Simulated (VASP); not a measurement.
# Bi (Cmce) in VASP: a series of runs, part 2 of 2

VASP 6.6.1. The steps go on from the part before.

## 4. Single point, PBEsol

This run uses another cell than the first one: it holds 4 atoms, not 8.

INCAR reads:

```
SYSTEM = Bi
PREC = Accurate
ENCUT = 520
EDIFF = 1E-6
ISMEAR = 0
SIGMA = 0.1
LREAL = .False.
LASPH = .True.
NELM = 100
ALGO = Normal
ISIF = 2
LWAVE = .False.
LCHARG = .True.
GGA = PS
LELF = .True.
LVHAR = .True.
NBANDS = 38
```

KPOINTS reads:

```
Automatic mesh
0
Gamma
  6 6 2
  0 0 0
```

POSCAR reads:

```
Bi
1.0
    5.2747864706      0.0000000000      0.0000000000
   -2.6373932353      4.5680990831      0.0000000000
    0.0000000000      0.0000000000      7.4030146777
Bi
4
Direct
    0.3333333333      0.6666666667      0.4562676031
    0.6666666667      0.3333333333      0.9562676031
    0.6666666667      0.3333333333      0.5437323969
    0.3333333333      0.6666666667      0.0437323969
```

Potentials or basis: VASP PAW PBE potentials, release 64 (Bi_d).

Run with:

```bash
> cat potpaw_PBE.64/Bi_d/POTCAR > POTCAR
> mpirun -np 1 vasp_std > vasp.out
```

OUTCAR:

```text
SYSTEM = Bi
   PREC = Accurate
   ENCUT = 520
   EDIFF = 1E-6
   ISMEAR = 0
   LREAL = .False.
   LASPH = .True.
   NELM = 100
   ISIF = 2
   GGA = PS

 ion  position               nearest neighbor table
   1  0.333  0.667  0.456-   4 3.05   3 3.11   3 3.11   3 3.11
   2  0.667  0.333  0.956-   3 3.05   4 3.11   4 3.11   4 3.11
   3  0.667  0.333  0.544-   2 3.05   1 3.11   1 3.11   1 3.11
   4  0.333  0.667  0.044-   1 3.05   2 3.11   2 3.11   2 3.11

  LATTYP: Found a hexagonal cell.
 ALAT       =     5.2747864706
 C/A-ratio  =     1.4034719166
[... 762 lines left out ...]
  Direction    XX          YY          ZZ          XY          YZ          ZX
  --------------------------------------------------------------------------------------
  -------------------------------------------------------------------------------------
  Total        0.1222472      0.1222472     -0.1264011      0.0000000      0.0000000      0.0000000
  in kB        1.0979954      1.0979954     -1.1353047      0.0000000      0.0000000      0.0000000
  external PRESSURE =       0.3535621 kB  Pullay stress =       0.0000000 kB

 VOLUME and BASIS-vectors are now :
 -----------------------------------------------------------------------------
  energy-cutoff  :      520.00
  volume of cell :      178.38
      direct lattice vectors                 reciprocal lattice vectors
     5.274786471  0.000000000  0.000000000     0.189581134  0.109454719  0.000000000
    -2.637393235  4.568099083  0.000000000     0.000000000  0.218909437  0.000000000
     0.000000000  0.000000000  7.403014678     0.000000000  0.000000000  0.135080105

 POSITION                                       TOTAL-FORCE (eV/Angst)
 -----------------------------------------------------------------------------------
     -0.00000      3.04540      3.37776         0.000000      0.000000      0.001505
      2.63739      1.52270      7.07926         0.000000      0.000000      0.001505
      2.63739      1.52270      4.02526        -0.000000      0.000000     -0.001505
     -0.00000      3.04540      0.32375        -0.000000     -0.000000     -0.001505
 -----------------------------------------------------------------------------------
    total drift:                                0.000000     -0.000000      0.000000

  FREE ENERGIE OF THE ION-ELECTRON SYSTEM (eV)
  ---------------------------------------------------
  free  energy   TOTEN  =       -16.5599040773 eV

  energy  without entropy=      -16.5499394310  energy(sigma->0) =      -16.55492175
```

Run time: 37 s. Hardware: 1 thread of Intel Xeon 6975P-C (Granite Rapids), shared host; peak memory 0.3 GiB.

The run converged, but a check on its numbers failed (symmetry, net force, bounds or a known fault of this set-up), so they aren't taken as properties of the crystal.

Caveat: the k mesh is coarse (spacing up to 0.42 Å⁻¹), so the values aren't converged; the mesh shows a gap though the element is a metal; the PAW data sets were made with another functional, which shifts forces and pressure a little; spin-orbit coupling is left out, which moves the levels of the heavy elements.

## 5. Relaxation of cell and atoms, PBEsol

This run uses another cell than the first one: it holds 4 atoms, not 8.

INCAR reads:

```
SYSTEM = Bi
PREC = Accurate ; ENCUT = 600
EDIFF = 1E-7 ; ISMEAR = 0
SIGMA = 0.1 ; LREAL = .FALSE.
LASPH = .TRUE. ; NELM = 100
ALGO = Fast ; ISIF = 3
LWAVE = .FALSE. ; LCHARG = .FALSE.
GGA = PS ; IBRION = 2
NSW = 90 ; EDIFFG = -0.04
```

KPOINTS reads:

```
Automatic mesh
0
G
  6 6 2
  0 0 0
```

POSCAR reads:

```
Bi
1.0
    4.6066306292      0.0000000000      0.0000000000
   -2.3033153146      3.9894591508      0.0000000000
    0.0000000000      0.0000000000      7.6009405382
Bi
4
Direct
    0.3333333333      0.6666666667      0.4375000000
    0.6666666667      0.3333333333      0.9375000000
    0.6666666667      0.3333333333      0.5625000000
    0.3333333333      0.6666666667      0.0625000000
```

Run with:

```bash
> cat potpaw_PBE.64/Bi_d/POTCAR > POTCAR
> mpirun -np 1 vasp_std > vasp.out
```

Wall time 10 min (1 thread of Intel Xeon 6975P-C (Granite Rapids), shared host); peak memory 0.34 GiB.

The run converged, but a check on its numbers failed (symmetry, net force, bounds or a known fault of this set-up), so they aren't taken as properties of the crystal.

Caveat: the k mesh is coarse (spacing up to 0.41 Å⁻¹), so the values aren't converged; the mesh shows a gap though the element is a metal; the volume moved by over 15 % at a fixed basis, so the end points are rough; the PAW data sets were made with another functional, which shifts forces and pressure a little; spin-orbit coupling is left out, which moves the levels of the heavy elements.

## 6. Single point, PBEsol

This run uses another cell than the first one, of 34.79 Å³/atom, 1.069 times its volume.

INCAR reads:

```
PREC = Accurate
ENCUT = 520
EDIFF = 1E-7
ISMEAR = 0
SIGMA = 0.1
LREAL = False
LASPH = True
NELM = 100
ALGO = Fast
ISIF = 2
LWAVE = False
LCHARG = True
GGA = PS
LELF = True
LVHAR = True
NBANDS = 70
```

KPOINTS reads:

```
regular mesh
0
Gamma
  4 4 4
```

POSCAR reads:

```
Bi
1.0
    6.5290672059      0.0000000000      0.0000000000
    0.0000000000      6.5290672059      0.0000000000
    0.0000000000      0.0000000000      6.5290672059
Bi
8
Direct
    0.5000000000      0.5000000000      0.5000000000
    0.0000000000      0.0000000000      0.0000000000
    0.2500000000      0.0000000000      0.5000000000
    0.5000000000      0.2500000000      0.0000000000
    0.5000000000      0.7500000000      0.0000000000
    0.7500000000      0.0000000000      0.5000000000
    0.0000000000      0.5000000000      0.7500000000
    0.0000000000      0.5000000000      0.2500000000
```

Potentials or basis: VASP PAW PBE potentials, release 64 (Bi_d).

Run with:

```bash
> cat potpaw_PBE.64/Bi_d/POTCAR > POTCAR
> mpirun -np 1 vasp_std > vasp.out
```

OUTCAR:

```text
PREC = Accurate
   ENCUT = 520
   EDIFF = 1E-7
   ISMEAR = 0
   LREAL = False
   LASPH = True
   NELM = 100
   ISIF = 2
   GGA = PS

 ion  position               nearest neighbor table
   1  0.500  0.500  0.500-   3 3.65   4 3.65   5 3.65   6 3.65   7 3.65   8 3.65   4 3.65   5 3.65
                             3 3.65   6 3.65   7 3.65   8 3.65
   2  0.000  0.000  0.000-   3 3.65   4 3.65   5 3.65   6 3.65   7 3.65   8 3.65   3 3.65   6 3.65
                             7 3.65   8 3.65   4 3.65   5 3.65
   3  0.250  0.000  0.500-   6 3.26   6 3.26   1 3.65   2 3.65   1 3.65   2 3.65
   4  0.500  0.250  0.000-   5 3.26   5 3.26   1 3.65   1 3.65   2 3.65   2 3.65
   5  0.500  0.750  0.000-   4 3.26   4 3.26   1 3.65   1 3.65   2 3.65   2 3.65
   6  0.750  0.000  0.500-   3 3.26   3 3.26   1 3.65   2 3.65   1 3.65   2 3.65
   7  0.000  0.500  0.750-   8 3.26   8 3.26   1 3.65   2 3.65   2 3.65   1 3.65
   8  0.000  0.500  0.250-   7 3.26   7 3.26   1 3.65   2 3.65   2 3.65   1 3.65

  LATTYP: Found a simple cubic cell.
 ALAT       =     6.5290672059

  Lattice vectors:

[... 185 lines left out ...]
 Fermi energy:         6.6046377546

 k-point     1 :       0.0000    0.0000    0.0000
  band No.  band energies     occupation
      1     -16.5210      2.00000
      2     -16.5180      2.00000
      3     -16.5180      2.00000
      4     -16.4824      2.00000
      5     -16.4824      2.00000
      6     -16.4580      2.00000
[... 719 lines left out ...]
     69       7.2981      0.00000
     70       7.2981      0.00000

------------------------ aborting loop because EDIFF is reached ----------------------------------------

  FORCE on cell =-STRESS in cart. coord.  units (eV):
  Direction    XX          YY          ZZ          XY          YZ          ZX
  --------------------------------------------------------------------------------------
  -------------------------------------------------------------------------------------
  Total       -9.0949596     -9.0949596     -9.0949596      0.0000000     -0.0000000     -0.0000000
  in kB      -52.3549732    -52.3549732    -52.3549732      0.0000000     -0.0000000     -0.0000000
  external PRESSURE =     -52.3549732 kB  Pullay stress =       0.0000000 kB

 VOLUME and BASIS-vectors are now :
 -----------------------------------------------------------------------------
  energy-cutoff  :      520.00
  volume of cell :      278.33
      direct lattice vectors                 reciprocal lattice vectors
     6.529067206  0.000000000  0.000000000     0.153161236  0.000000000  0.000000000
     0.000000000  6.529067206  0.000000000     0.000000000  0.153161236  0.000000000
     0.000000000  0.000000000  6.529067206     0.000000000  0.000000000  0.153161236

 POSITION                                       TOTAL-FORCE (eV/Angst)
 -----------------------------------------------------------------------------------
      3.26453      3.26453      3.26453         0.000000      0.000000      0.000000
      0.00000      0.00000      0.00000         0.000000      0.000000      0.000000
      1.63227      0.00000      3.26453        -0.000000      0.000000     -0.000000
      3.26453      1.63227      0.00000         0.000000      0.000000      0.000000
      3.26453      4.89680      0.00000        -0.000000     -0.000000     -0.000000
      4.89680      0.00000      3.26453         0.000000     -0.000000      0.000000
      0.00000      3.26453      4.89680         0.000000     -0.000000      0.000000
      0.00000      3.26453      1.63227         0.000000      0.000000     -0.000000
 -----------------------------------------------------------------------------------
    total drift:                                0.000000     -0.000000     -0.000000

  FREE ENERGIE OF THE ION-ELECTRON SYSTEM (eV)
  ---------------------------------------------------
  free  energy   TOTEN  =       -32.0429252740 eV

  energy  without entropy=      -31.9895339457  energy(sigma->0) =      -32.01622961
```

stdout:

```text
POSCAR found type information on POSCAR Bi
 POSCAR found :  1 types and       8 ions
 scaLAPACK will be used
 -----------------------------------------------------------------------------
|                                                                             |
|                                                                             |
|     You enforced a specific xc type in the INCAR file but a different       |
|     I HOPE YOU KNOW WHAT YOU ARE DOING!                                     |
|                                                                             |
 -----------------------------------------------------------------------------

 LDA part: xc-table for (Slater+PW92), standard interpolation
 POSCAR, INCAR and KPOINTS ok, starting setup
 FFT: planning ... GRIDC
 FFT: planning ... GRID_SOFT
 FFT: planning ... GRID
 WAVECAR not read
 entering main loop
```

It took 2 min on 1 thread of Intel Xeon 6975P-C (Granite Rapids), shared host; peak memory 0.4 GiB.

Results:

```
Free energy            : -32.0429 eV
Pressure               : -5.2 GPa
Band gap on the k mesh : none (metal or under the smearing width)
```

Caveat: the PAW data sets were made with another functional, which shifts forces and pressure a little; spin-orbit coupling is left out, which moves the levels of the heavy elements.

## 7. The runs side by side

```tsv
cell	k mesh	gap on the mesh (eV)	pressure (GPa)
Cmce, 32.55 Å³/atom	4 × 4 × 4	none	-2.6
Cmce, 30.82 Å³/atom	8 × 8 × 6	none	-0.1
Pm-3n, 34.79 Å³/atom	4 × 4 × 4	none	-5.2
```

Alike in all rows: task single point; level PBEsol; potentials or basis VASP PAW PBE potentials, release 64 (Bi_d); no spin polarisation; cutoff (eV) 520; smearing gaussian 0.1 eV.

Every run on the cell as given and a fine mesh finds a metal.

Caveats: the PAW data sets were made with another functional, which shifts forces and pressure a little; spin-orbit coupling is left out, which moves the levels of the heavy elements.

Absolute energies hang on the potentials; compare differences alone.
